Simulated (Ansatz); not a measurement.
# Iridium, A15 under BLYP: structure and ground-state energy

What does BLYP give for iridium in the A15 structure? We relax it, then solve it on a dense k-mesh. Spin polarisation is left out. The k-meshes are 5×5×5 for the relaxation; 7×7×7 for the dense run.

Method: DFT BLYP, plane waves (420 eV) with PAW, scalar-relativistic; PBE-made PAW files, in Ansatz 0.2.0.

## (1) Starting point

The structure is cubic, space group Pm-3n (No. 223). Conventional cell: a = 4.837 Å, b = 4.837 Å, c = 4.837 Å, α = 90.00°, β = 90.00°, γ = 90.00°. Ir (site symmetry m-3) has 12 Ir at 2.70 Å as nearest neighbours. Ir (site symmetry -4m2) has 6 Ir at 2.42 to 2.70 Å as nearest neighbours.

As a file:

```
Ir
1.0
     4.83734    0.00000    0.00000
     0.00000    4.83734    0.00000
     0.00000    0.00000    4.83734
Ir
8
Direct
  0.00000 0.00000 0.00000
  0.50000 0.50000 0.50000
  0.25000 0.00000 0.50000
  0.75000 0.00000 0.50000
  0.50000 0.25000 0.00000
  0.50000 0.75000 0.00000
  0.00000 0.50000 0.25000
  0.00000 0.50000 0.75000
```

## (2) Relaxing cell and atoms

Input file input.yaml:

```yaml
crystal:
  lattice:
    - [4.837340879, 0.0, 0.0]
    - [0.0, 4.837340879, 0.0]
    - [0.0, 0.0, 4.837340879]
  atoms:
    - { symbol: Ir, position: [0.0, 0.0, 0.0] }
    - { symbol: Ir, position: [0.5, 0.5, 0.5] }
    - { symbol: Ir, position: [0.25, 0.0, 0.5] }
    - { symbol: Ir, position: [0.75, 0.0, 0.5] }
    - { symbol: Ir, position: [0.5, 0.25, 0.0] }
    - { symbol: Ir, position: [0.5, 0.75, 0.0] }
    - { symbol: Ir, position: [0.0, 0.5, 0.25] }
    - { symbol: Ir, position: [0.0, 0.5, 0.75] }
hamiltonian:
  xc: blyp
  pseudopotentials:
    kind: paw
    azcp:
      Ir: "pseudopotentials/Ir.paw.azcp"
basis:
  ecutwfc: 420
  fft_grid_basis: typed
kpoints:
  mp_grid: { grid: [5, 5, 5], shift: [0, 0, 0] }
magnetization:
  spin_polarized: false
scf:
  occupations: { method: fermi_dirac, width: 0.1 }
relax:
  max_steps: 60
  f_tol: 0.01
  cell: {}
```

Started as:

```sh
$ ansatz run input.yaml --threads 4 --pin off --max-ram 8192MiB --backend cpu --events-out ev --progress --plain --runs-dir out
```

Log:

```text
Warning: RAYON_NUM_THREADS=4 ignored (pool sized by the plan → 4); use --threads N
Engine: ansatz 0.2.0, aarch64-unknown-linux-gnu
Pseudopotentials: kind: paw
Pseudopotential: Ir, paw, valence charge 17, recommended cutoff 420 eV (normal), <dir>
Functional definition: BLYP
  parameter beta = 0.0042
  parameter a = 0.04918
  parameter b = 0.132
  parameter c = 0.2533
  parameter d = 0.349
  exchange = b88_x(beta = beta)
  correlation = lyp_c(a = a, b = b, c = c, d = d)
Crystal: 8 atoms, lattice volume = 113.193 Å³
Basis set: ecut = 420 eV, 2205 PW (Γ), exchange–correlation on 72×72×72 points (8 copies of the dense FFT grid, shifted against one another)
Bands: 82, of which v1, the nominal top of the filled ones, is band 68 counted from 1 (67 counted from 0)
Symmetry: 48 space group operations
Space group: Pm-3n (ITA 223), of the structure as read, at distance tolerance 4.8e-5 Å
k-points: 10 of 125
Non-local potential: Ir, projectors of the file, l = 0: 3, l = 1: 2, l = 2: 2, l = 3: 1
PAW form: soft (Blöchl's): semilocal exchange-correlation on the pseudo side does not see the compensation charge
PAW frozen core: Ir, regenerated for the run's functional, and the local potential with it (the file was generated under x = pbe(κ = 0.804, μ = 0.2195149727645171), c = pbe(β = 0.06672455060314922))
PAW one-centre angular grid: Ir, 590 points (default); XC on 64 Gauss nodes
Initial density: superposition of atomic densities (neutral atoms: chi_scale 0, normalization atom), corrected by the library's trained network
Initial wavefunctions: pseudopotential atomic-orbital guess
Functional: x = b88, c = lyp
SCF iter   1: F=—  HF=-95680.831482 eV  |F-HF|=—  |Δ(HF+E_count)|=         —  Δρ=1.76e-2  dr2=2.70e-1  ethr=1.77e-3  ⟨swp⟩=5.1  Hψ=2619  notcnv=0  defer=15
preconditioner: auto → Kerker (q_TF=auto, 2.813 Å⁻¹)  [metal: Δε(μ)=0.011 eV  Ē_g=7.032 eV  σ=0.100 eV  W_gap=0.03  n_scr=32 (ndim 8)  ℏωp=29.6 eV  f_vac=0.000  D(μ)=11.86/eV (n_scr^D=170)]
SCF iter   2: F=—  HF=-95680.780036 eV  |F-HF|=—  |Δ(HF+E_count)|=   5.14e-2  Δρ=9.39e-3  dr2=7.59e-2  ethr=1.99e-4  ⟨swp⟩=1.4  Hψ=1057  notcnv=0  defer=15
SCF iter   3: F=—  HF=-95680.762550 eV  |F-HF|=—  |Δ(HF+E_count)|=   1.75e-2  Δρ=1.43e-3  dr2=1.35e-3  ethr=5.58e-5  ⟨swp⟩=2.0  Hψ=1145  notcnv=0  defer=15
SCF iter   4: F=—  HF=-95680.762807 eV  |F-HF|=—  |Δ(HF+E_count)|=   2.57e-4  Δρ=1.96e-4  dr2=2.32e-5  ethr=9.93e-7  ⟨swp⟩=2.1  Hψ=1156  notcnv=0  defer=15
SCF iter   5: F=—  HF=-95680.762868 eV  |F-HF|=—  |Δ(HF+E_count)|=   6.17e-5  Δρ=4.11e-5  dr2=1.55e-6  ethr=1.71e-8  ⟨swp⟩=2.0  Hψ=1132  notcnv=0  defer=15
SCF iter   6: F=-95680.762868 eV  HF=-95680.762868 eV  |F-HF|=3.04e-9  |Δ(HF+E_count)|=   9.22e-8  Δρ=7.14e-6  dr2=4.15e-8  ethr=7.35e-11  ⟨swp⟩=2.8  Hψ=3015  notcnv=0
SCF 1 converged in 6 iterations: F = -95680.762868 eV  dr2 = 4.15e-8
relax step   1: F+E_penalty+E_count = -95680.76286828 eV  Δ(F+E_penalty+E_count) = +0.000e0 eV  max|allowed force component| = 2.053e-17 eV/Å  Δτ_max = 0.0000 Å  P = +41.486 GPa  Ω = 113.193 Å³  (6 SCF iters, dr2 threshold 1.00e-7 eV, accepted)
Crystal: 8 atoms, lattice volume = 130.568 Å³
Basis set: ecut = 420 eV, 2517 PW (Γ), exchange–correlation on 72×72×72 points (8 copies of the dense FFT grid, shifted against one another)
Initial density: handed on by an earlier stage of this run
Initial wavefunctions: those handed on with the density
iter 1 solved again at ethr=2.18e-5 eV; its pass at ethr=3.10e-3 eV (dr2=2.97e-2 eV) is discarded
SCF iter   1: F=—  HF=-95682.326013 eV  |F-HF|=—  |Δ(HF+E_count)|=         —  Δρ=5.23e-3  dr2=3.09e-2  ethr=2.18e-5  ⟨swp⟩=2.3  Hψ=3963  notcnv=0
preconditioner: auto → Kerker (q_TF=auto, 2.747 Å⁻¹)  [metal: Δε(μ)=0.013 eV  Ē_g=5.846 eV  σ=0.100 eV  W_gap=0.03  n_scr=32 (ndim 8)  ℏωp=27.6 eV  f_vac=0.000  D(μ)=14.56/eV (n_scr^D=202)]
SCF iter   2: F=—  HF=-95682.327798 eV  |F-HF|=—  |Δ(HF+E_count)|=   1.79e-3  Δρ=2.98e-3  dr2=9.06e-3  ethr=2.18e-5  ⟨swp⟩=1.0  Hψ=820  notcnv=0
SCF iter   3: F=—  HF=-95682.328878 eV  |F-HF|=—  |Δ(HF+E_count)|=   1.08e-3  Δρ=3.76e-4  dr2=1.25e-4  ethr=6.67e-6  ⟨swp⟩=1.0  Hψ=820  notcnv=0
SCF iter   4: F=—  HF=-95682.328979 eV  |F-HF|=—  |Δ(HF+E_count)|=   1.01e-4  Δρ=8.78e-5  dr2=7.53e-6  ethr=9.19e-8  ⟨swp⟩=2.1  Hψ=1167  notcnv=0
iter 5 did not close the SCF: its close was put off for the readings that it lacked (scf_convergence_deferred on its scf_iter line)
SCF iter   5: F=-95682.328980 eV  HF=-95682.328980 eV  |F-HF|=2.69e-7  |Δ(HF+E_count)|=   1.50e-6  Δρ=1.73e-5  dr2=5.14e-7  ethr=5.54e-9  ⟨swp⟩=2.0  Hψ=1175  notcnv=0
SCF iter   6: F=-95682.328980 eV  HF=-95682.328980 eV  |F-HF|=3.65e-9  |Δ(HF+E_count)|=  6.40e-10  Δρ=4.01e-6  dr2=1.89e-8  ethr=3.78e-10  ⟨swp⟩=2.0  Hψ=2596  notcnv=0
SCF 2 converged in 6 iterations: F = -95682.328980 eV  dr2 = 1.89e-8
relax step   2: F+E_penalty+E_count = -95682.32898020 eV  Δ(F+E_penalty+E_count) = -1.566e0 eV  max|allowed force component| = 2.667e-17 eV/Å  Δτ_max = 0.0000 Å  P = -6.015 GPa  Ω = 130.568 Å³  energy of the carried Pulay correction = -7.483e-3 eV  (6 SCF iters, dr2 threshold 8.00e-7 eV, accepted)
Crystal: 8 atoms, lattice volume = 128.080 Å³
iter 1 solved again at ethr=5.11e-7 eV; its pass at ethr=3.10e-3 eV (dr2=6.95e-4 eV) is discarded
SCF iter   1: F=—  HF=-95682.387866 eV  |F-HF|=—  |Δ(HF+E_count)|=         —  Δρ=7.80e-4  dr2=6.54e-4  ethr=5.11e-7  ⟨swp⟩=2.6  Hψ=3700  notcnv=0
preconditioner: auto → Kerker (q_TF=auto, 2.756 Å⁻¹)  [metal: Δε(μ)=0.018 eV  Ē_g=6.000 eV  σ=0.100 eV  W_gap=0.04  n_scr=32 (ndim 8)  ℏωp=27.8 eV  f_vac=0.000  D(μ)=14.02/eV (n_scr^D=178)]
SCF iter   2: F=—  HF=-95682.387934 eV  |F-HF|=—  |Δ(HF+E_count)|=   6.77e-5  Δρ=4.29e-4  dr2=1.79e-4  ethr=4.81e-7  ⟨swp⟩=1.0  Hψ=820  notcnv=0
SCF iter   3: F=—  HF=-95682.387934 eV  |F-HF|=—  |Δ(HF+E_count)|=   6.32e-7  Δρ=5.38e-5  dr2=2.33e-6  ethr=1.32e-7  ⟨swp⟩=2.3  Hψ=1080  notcnv=0
iter 4 did not close the SCF: its close was put off for the readings that it lacked (scf_convergence_deferred on its scf_iter line)
SCF iter   4: F=-95682.387935 eV  HF=-95682.387935 eV  |F-HF|=2.75e-8  |Δ(HF+E_count)|=   2.94e-7  Δρ=1.09e-5  dr2=1.03e-7  ethr=1.71e-9  ⟨swp⟩=2.0  Hψ=1174  notcnv=0
iter 5 did not close the SCF: its close was put off for the readings that it lacked (scf_convergence_deferred on its scf_iter line)
SCF iter   5: F=-95682.387935 eV  HF=-95682.387935 eV  |F-HF|=1.75e-10  |Δ(HF+E_count)|=   3.93e-8  Δρ=1.61e-6  dr2=2.84e-9  ethr=7.57e-11  ⟨swp⟩=2.0  Hψ=1093  notcnv=0
SCF iter   6: F=-95682.387935 eV  HF=-95682.387935 eV  |F-HF|=1.31e-10  |Δ(HF+E_count)|=  6.84e-10  Δρ=3.88e-7  dr2=2.60e-10  ethr=2.09e-12  ⟨swp⟩=1.0  Hψ=2027  notcnv=0
SCF 3 converged in 6 iterations: F = -95682.387935 eV  dr2 = 2.60e-10
relax step   3: F+E_penalty+E_count = -95682.38793475 eV  Δ(F+E_penalty+E_count) = -5.895e-2 eV  max|allowed force component| = 2.060e-17 eV/Å  Δτ_max = 0.0000 Å  P = -1.358 GPa  Ω = 128.080 Å³  energy of the carried Pulay correction = -6.477e-3 eV  (6 SCF iters, dr2 threshold 8.00e-7 eV, accepted)
[... 13 lines left out ...]
relax step   4: F+E_penalty+E_count = -95682.39108806 eV  Δ(F+E_penalty+E_count) = -3.153e-3 eV  max|allowed force component| = 2.523e-17 eV/Å  Δτ_max = 0.0000 Å  P = +0.069 GPa  Ω = 127.372 Å³  energy of the carried Pulay correction = -6.187e-3 eV  (6 SCF iters, dr2 threshold 8.00e-7 eV, accepted)
[... 15 lines left out ...]
relax step   5: F+E_penalty+E_count = -95682.39108133 eV  Δ(F+E_penalty+E_count) = +6.736e-6 eV  max|allowed force component| = 4.685e-17 eV/Å  Δτ_max = 0.0000 Å  P = -0.001 GPa  Ω = 127.406 Å³  energy of the carried Pulay correction = -6.201e-3 eV  (7 SCF iters, accepted)
[... 10 lines left out ...]
relax step   6: F+E_penalty+E_count = -95682.39735176 eV  Δ(F+E_penalty+E_count) = -6.270e-3 eV  max|allowed force component| = 4.192e-17 eV/Å  Δτ_max = 0.0000 Å  P = +0.051 GPa  Ω = 127.406 Å³  stress off target by 5.09e-2 GPa  SCF on the basis re-selected at this cell (its energy is not comparable with the rows above)  (6 SCF iters)
[... 16 lines left out ...]
relax step   7: F+E_penalty+E_count = -95682.39734594 eV  Δ(F+E_penalty+E_count) = +5.819e-6 eV  max|allowed force component| = 4.309e-17 eV/Å  Δτ_max = 0.0000 Å  P = +0.001 GPa  Ω = 127.431 Å³  energy of the carried Pulay correction = -9.818e-6 eV  (7 SCF iters, accepted)
iter 1 solved again at ethr=9.20e-8 eV; its pass at ethr=3.10e-3 eV (dr2=1.25e-4 eV) is discarded
SCF iter   1: F=—  HF=-95682.397260 eV  |F-HF|=—  |Δ(HF+E_count)|=         —  Δρ=1.25e-6  dr2=1.16e-9  ethr=9.20e-8  ⟨swp⟩=3.0  Hψ=4525  notcnv=0
eigensolver tolerance schedule: the retry pair's looser diagonalisation over-reported the residual by 108160.76 of it (diagonalisation noise at an unbounded share of the residual, at the tolerance the schedule requests for it); recorded, not acted on — ethr = c·dr2/N_el stays at c = 1.0e-1
SCF iter   2: F=—  HF=-95682.397346 eV  |F-HF|=—  |Δ(HF+E_count)|=   8.57e-5  Δρ=5.79e-7  dr2=2.75e-10  ethr=1.00e-12  ⟨swp⟩=3.2  Hψ=2173  notcnv=0
SCF iter   3: F=—  HF=-95682.397346 eV  |F-HF|=—  |Δ(HF+E_count)|=  1.46e-11  Δρ=3.89e-7  dr2=1.18e-10  ethr=1.00e-12  ⟨swp⟩=1.0  Hψ=820  notcnv=0
iter 4 did not close the SCF: its close was put off for the readings that it lacked (scf_convergence_deferred on its scf_iter line)
SCF iter   4: F=-95682.397346 eV  HF=-95682.397346 eV  |F-HF|=1.46e-11  |Δ(HF+E_count)|=  2.91e-11  Δρ=2.27e-7  dr2=3.84e-11  ethr=1.00e-12  ⟨swp⟩=1.0  Hψ=820  notcnv=0
iter 5 did not close the SCF: its close was put off for the readings that it lacked (scf_convergence_deferred on its scf_iter line)
SCF iter   5: F=-95682.397346 eV  HF=-95682.397346 eV  |F-HF|=1.46e-11  |Δ(HF+E_count)|=  1.46e-11  Δρ=1.93e-7  dr2=2.79e-11  ethr=1.00e-12  ⟨swp⟩=1.0  Hψ=820  notcnv=0
iter 6 did not close the SCF: its close was put off for the readings that it lacked (scf_convergence_deferred on its scf_iter line)
SCF iter   6: F=-95682.397346 eV  HF=-95682.397346 eV  |F-HF|=0.00e0  |Δ(HF+E_count)|=  1.46e-11  Δρ=1.57e-7  dr2=1.84e-11  ethr=1.00e-12  ⟨swp⟩=1.0  Hψ=820  notcnv=0
iter 7 did not close the SCF: its close was put off for the readings that it lacked (scf_convergence_deferred on its scf_iter line)
SCF iter   7: F=-95682.397346 eV  HF=-95682.397346 eV  |F-HF|=5.82e-11  |Δ(HF+E_count)|=  5.82e-11  Δρ=7.11e-8  dr2=3.62e-12  ethr=1.00e-12  ⟨swp⟩=1.0  Hψ=820  notcnv=0
SCF iter   8: F=-95682.397346 eV  HF=-95682.397346 eV  |F-HF|=1.46e-11  |Δ(HF+E_count)|=  4.37e-11  Δρ=3.16e-8  dr2=7.02e-13  ethr=1.00e-12  ⟨swp⟩=1.0  Hψ=1680  notcnv=0
SCF 8 converged in 8 iterations: F = -95682.397346 eV  dr2 = 7.02e-13
relax step   8: F+E_penalty+E_count = -95682.39734594 eV  Δ(F+E_penalty+E_count) = +0.000e0 eV  max|allowed force component| = 3.931e-17 eV/Å  Δτ_max = 0.0000 Å  P = +0.001 GPa  Ω = 127.431 Å³  stress off target by 7.17e-4 GPa  SCF on the basis re-selected at this cell (its energy is not comparable with the rows above)  (8 SCF iters)
basis re-selected at this cell: Δ(F+E_penalty+E_count) = +0.000e0 eV, ΔP = +0.000 GPa vs the last step (what re-selecting the basis moved, of the pressure what is left beyond the Pulay correction that the steps carried, after the strain that the cell walked since its last selection, with what the two solves' SCF thresholds leave and, on support functions, any second-order correction that the steps lacked; it is no measure of the basis error at this ecutwfc). This SCF's stress stands 7.17e-4 GPa from its target on what of the cell is left free (relax.cell.stress_tol is 5.00e-2 GPa) and its largest allowed force component is 3.93e-17 eV/Å (relax.f_tol is 1.00e-2 eV/Å): within both
SCF converged after 8 iterations
Free energy (F): -95682.397346 eV
Harris-Foulkes:  -95682.397346 eV  (|F-HF|=1.46e-11)
Internal energy: -95681.949543 eV  (E = F + TS)
E sigma→0 (E₀):  -95682.173445 eV
Entropy (-TS):   -0.447803 eV (-55.975 meV/atom)
Fermi energy:    22.762079 eV
--- Per-component energies (eV) ---
  E_band       = -997.160154
  E_kinetic    = 4977.477611
  E_local      = -9731.087601  (includes V_loc(G=0)·N_el)
  E_nonlocal   = 578.777823
  E_hartree    = 3685.326222
  E_xc         = -2103.762016
  E_vxc        = -2345.584902  (∫ρ·V_xc dr)
  E_paw        = -74024.995856  (= ΣΔE_a)
  E_vpaw       = -1847.395797  (= ΣTr[D̂ρ^β])
  E_aug_tail   = 0.000328  (compensation charges beyond the density's cutoff)
  E_ewald      = -19064.887262
  E_core_change = 1.201208  (= ΣΔE_core)
  E_smearing   = -0.447803  (= −TS)
  E_closure    = -0.000000  (closes the sum)
  Σ components = -95682.397346   (vs F -95682.397346, Δ=0.00e0)
--- Forces (eV/Å), atoms counted from 1 ---
  atom   1  Ir    -0.00000000    -0.00000000    -0.00000000
  atom   2  Ir    -0.00000000     0.00000000    -0.00000000
  atom   3  Ir     0.00000000    -0.00000000     0.00000000
  atom   4  Ir    -0.00000000     0.00000000    -0.00000000
  atom   5  Ir     0.00000000     0.00000000     0.00000000
  atom   6  Ir    -0.00000000    -0.00000000    -0.00000000
  atom   7  Ir     0.00000000     0.00000000    -0.00000000
  atom   8  Ir    -0.00000000    -0.00000000     0.00000000
  max |Σ_I F_I| component: 4.70e-18 eV/Å
--- Stress (GPa, compression-positive) ---
        0.000717       0.000000      -0.000000
        0.000000       0.000717      -0.000000
       -0.000000      -0.000000       0.000717
  P = ⅓ Tr σ = 0.0007 GPa (0.007 kbar)
--- Relaxed structure (6 steps of the walk, 6 accepted, 2 SCFs on fresh bases) ---
  F+E_penalty+E_count = -95682.39734594 eV   max|allowed force component| = 3.931e-17 eV/Å   (the final SCF, on the basis selected at the relaxed cell)
  cell:  # Å, volume = 127.4308 Å³
    - [5.032202251097917, -2.3101128447519816e-33, 2.3121190217773848e-33]
    - [-2.3101128447519816e-33, 5.032202251097917, -2.8888949165808538e-34]
    - [2.568909681029016e-33, -3.209883240645393e-35, 5.032202251097917]
  atoms:
    - { symbol: Ir, position: [-2.559604175651126e-34, -7.1994218596087674e-34, -4.893781416672367e-35] }
    - { symbol: Ir, position: [0.5, 0.5, 0.5] }
    - { symbol: Ir, position: [0.25, -1.929145871553106e-34, 0.5] }
    - { symbol: Ir, position: [0.75, 1.272548411218985e-34, 0.5] }
    - { symbol: Ir, position: [0.5, 0.25, 9.746090109474628e-35] }
    - { symbol: Ir, position: [0.5, 0.75, -8.709272012721997e-36] }
    - { symbol: Ir, position: [2.3777236010848503e-34, 0.5, 0.25] }
    - { symbol: Ir, position: [2.410901780180933e-34, 0.5, 0.75] }
```

Run time: 12 s. Hardware: 4 threads of Arm Neoverse V1, shared host; peak memory 0.54 GiB.

The steps of the relaxation:

```
step  energy change (meV/atom)  largest force (eV/Å)  pressure (GPa)  volume (Å³/atom)
   1                      0.00                0.0000           41.49            14.149
   2                   -195.76                0.0000           -6.01            16.321
   3                   -203.13                0.0000           -1.36            16.010
   4                   -203.53                0.0000            0.07            15.921
   5                   -203.53                0.0000            0.00            15.926
   6                   -204.31                0.0000            0.05            15.926
   7                   -204.31                0.0000            0.00            15.929
   8                   -204.31                0.0000            0.00            15.929
```

Steps that repeat a cell are solved on a basis chosen anew, so their changes of energy are no gain of the relaxation.

Changes in the cell that was computed:

|  | before | after | change |
| --- | --- | --- | --- |
| a (Å) | 4.837 | 5.032 | +4.0 % |
| b (Å) | 4.837 | 5.032 | +4.0 % |
| c (Å) | 4.837 | 5.032 | +4.0 % |
| volume (Å³/atom) | 14.149 | 15.929 | +12.6 % |
| shortest distance (Å) | 2.419 | 2.516 | +4.0 % |
| space group (spins left aside) | Pm-3n | Pm-3n | same |

## (3) The energy on a finer k-mesh

Input file input.yaml:

```yaml
crystal:
  lattice:
    - [5.0322022511, 0.0, 0.0]
    - [0.0, 5.0322022511, 0.0]
    - [0.0, 0.0, 5.0322022511]
  atoms:
    - { symbol: Ir, position: [1.0, 1.0, 1.0] }
    - { symbol: Ir, position: [0.5, 0.5, 0.5] }
    - { symbol: Ir, position: [0.25, 1.0, 0.5] }
    - { symbol: Ir, position: [0.75, 0.0, 0.5] }
    - { symbol: Ir, position: [0.5, 0.25, 0.0] }
    - { symbol: Ir, position: [0.5, 0.75, 1.0] }
    - { symbol: Ir, position: [0.0, 0.5, 0.25] }
    - { symbol: Ir, position: [0.0, 0.5, 0.75] }
hamiltonian:
  xc: blyp
  pseudopotentials:
    kind: paw
    azcp:
      Ir: "pseudopotentials/Ir.paw.azcp"
basis:
  ecutwfc: 420
  fft_grid_basis: typed
kpoints:
  mp_grid: { grid: [7, 7, 7], shift: [0, 0, 0] }
magnetization:
  spin_polarized: false
scf:
  occupations: { method: fermi_dirac, width: 0.1 }
```

Started as:

```sh
$ ansatz run input.yaml --threads 4 --pin off --max-ram 8192MiB --backend cpu --events-out ev --progress --plain --runs-dir out
```

Log, cut to the lines that bear on the results:

```text
Warning: RAYON_NUM_THREADS=4 ignored (pool sized by the plan → 4); use --threads N
[...]
[... 3 set-up lines as earlier in the session ...]
[...]
Crystal: 8 atoms, lattice volume = 127.431 Å³
Basis set: ecut = 420 eV, 2517 PW (Γ), exchange–correlation on 72×72×72 points (8 copies of the dense FFT grid, shifted against one another)
Bands: 82, of which v1, the nominal top of the filled ones, is band 68 counted from 1 (67 counted from 0)
[... 1 set-up line as earlier in the session ...]
Space group: Pm-3n (ITA 223), of the structure as read, at distance tolerance 5.0e-5 Å
k-points: 20 of 343
[...]
SCF iter   1: F=—  HF=-95682.408247 eV  |F-HF|=—  |Δ(HF+E_count)|=         —  Δρ=1.56e-2  dr2=2.55e-1  ethr=1.77e-3  ⟨swp⟩=5.1  Hψ=5084  notcnv=0  defer=13
[...]
SCF iter   6: F=-95682.347678 eV  HF=-95682.347678 eV  |F-HF|=9.88e-9  |Δ(HF+E_count)|=   5.56e-7  Δρ=7.44e-6  dr2=5.46e-8  ethr=7.35e-11  ⟨swp⟩=1.5  Hψ=4328  notcnv=0
[...]
SCF converged after 6 iterations
Free energy (F): -95682.347678 eV
[...]
E sigma→0 (E₀):  -95682.134859 eV
Entropy (-TS):   -0.425638 eV (-53.205 meV/atom)
Fermi energy:    22.741595 eV
[...]
```

It took 2.7 s on 4 threads of Arm Neoverse V1, shared host; peak memory 0.56 GiB.

## (4) Summary of results

```
                      quantity                         value
space group (spins left aside)               Pm-3n (No. 223)
             conventional cell                   a = 5.032 Å
                        volume                15.929 Å³/atom
             shortest distance                       2.516 Å
               gap on the mesh  none (levels filled in part)
               relative to fcc                 +453 meV/atom
```

In words: From the guessed start the volume grew by 12.6 % in 8 steps. It lies 453 meV/atom above the element's reference form at the same level (fcc, from a run of its own). Levels at the Fermi energy are filled in part, as in a metal. Relaxation kept the symmetry; phonons were not checked.
